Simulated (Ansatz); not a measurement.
# Al: a line through an energy map

How does the energy of Al (P6_3/mmc, No. 194; 4 atoms in the cell) vary with lattice constant a (and b), at lattice constant c = 10.838 Å?

Method: DFT PBE+D3(BJ), scalar-relativistic, plane waves, PAW, in Ansatz 0.2.0.

73 further runs of the same task are left out: 73 set aside as unsound or not needed. Runs told in other sessions of the task aren't counted.

## (1) The starting structure

The structure is hexagonal, space group P6_3/mmc (No. 194). Conventional cell: a = 2.814 Å, b = 2.814 Å, c = 9.241 Å, α = 90.00°, β = 90.00°, γ = 120.00°. Around Al (site symmetry -3m) lie 12 Al at 2.81 to 2.82 Å. Around Al (site symmetry -6m2) lie 12 Al at 2.81 to 2.82 Å.

Coordinates:

```xyz
4
Lattice="2.8144 0.0000 0.0000 -1.4072 2.4374 0.0000 0.0000 0.0000 9.2410" Properties=species:S:1:pos:R:3 pbc="T T T"
Al    0.0000    0.0000    0.0000
Al    0.0000    1.6249    2.3103
Al    0.0000    0.0000    4.6205
Al    1.4072    0.8125    6.9308
```

It goes back to an entry of the Materials Project, which need not be the stable form.

This cell was relaxed beforehand with the same method: volume 15.85 Å³/atom, gap on the mesh none (metal).

## (2) The scan

The energy is mapped over the lattice constants a and c of the conventional cell.

First coordinate, lattice constant a (and b): 11 values from 2.617 to 3.011 Å. Second coordinate, lattice constant c: 11 values from 7.245 to 11.237 Å.

Nothing else is relaxed (symmetry fixes all fractional coordinates). Energies count from the relaxed crystal. Points are written as (first, second).

## (3) Grid point (2.696 Å, 10.838 Å)

The input, input.yaml:

```yaml
crystal:
  lattice:
    - [2.6962, 0.0, 0.0]
    - [-1.3481, 2.3349776937, 0.0]
    - [0.0, 0.0, 10.8379]
  atoms:
    - { symbol: Al, position: [0.0, 0.0, 0.0] }
    - { symbol: Al, position: [0.3333333333, 0.6666666667, 0.25] }
    - { symbol: Al, position: [0.0, 0.0, 0.5] }
    - { symbol: Al, position: [0.6666666667, 0.3333333333, 0.75] }
basis:
  ecutwfc: 420
kpoints:
  mp_grid: { grid: [18, 18, 4] }
hamiltonian:
  xc: pbe
  pseudopotentials: { kind: paw, azcp: { folder: soft_1 } }
  dispersion: d3bj
scf:
  occupations: { method: gaussian, width: 0.15 }
output:
  forces: true
  stress: true
  eigenvalues: true
```

Run with:

```
$ ansatz run input.yaml --threads 2 --pin off --max-ram 4096MiB --backend cpu --events-out ev --progress --plain --runs-dir out
```

The session goes on with these runs: the other points of the line.

What does the calculation give? Wanted: for each run, lattice constant a; energy; slope; pressure.

**Answer**, as computed:

| lattice constant a (and b) (Å) | step | energy (meV/atom) | slope (meV/atom per Å) | pressure (GPa) |
| --- | --- | --- | --- | --- |
| 2.617 | – | 164 | −992 | 5.5 |
| 2.657 | – | 133 | −608 | 1.9 |
| 2.696 | 3 | 115 | −284 | −1.2 |
| 2.736 | 4 | 110 | −8 | −3.7 |
| 2.775 | 5 | 114 | 237 | −5.8 |
| 2.814 | 6 | 128 | 446 | −7.5 |
| 2.854 | 7 | 149 | 620 | −8.9 |
| 2.893 | 8 | 176 | 772 | −10.1 |
| 2.933 | 9 | 209 | 887 | −10.9 |
| 2.972 | 10 | 246 | 974 | −11.6 |
| 3.011 | 11 | 286 | 1039 | −12.1 |

Energies count from the relaxed crystal. Rows without a step come from runs not printed here or follow by symmetry. Slopes come from the forces (and the stress, where the cell changes), not from differences of energies.

In words: Of the points computed the energy is lowest at 2.736 Å, 110 meV/atom from the zero. Energies and slopes round the minimum, fitted together, put the minimum at 2.7368 Å, with a curvature of about 6600 meV/atom per Å². The well is lopsided: two grid steps out, the energy rises by 23 meV/atom towards smaller values and 18 meV/atom towards larger ones. The highest point computed, at 3.011 Å, lies 176 meV/atom above the lowest. This is one cut through a surface in two coordinates; the map's lowest point lies off it.
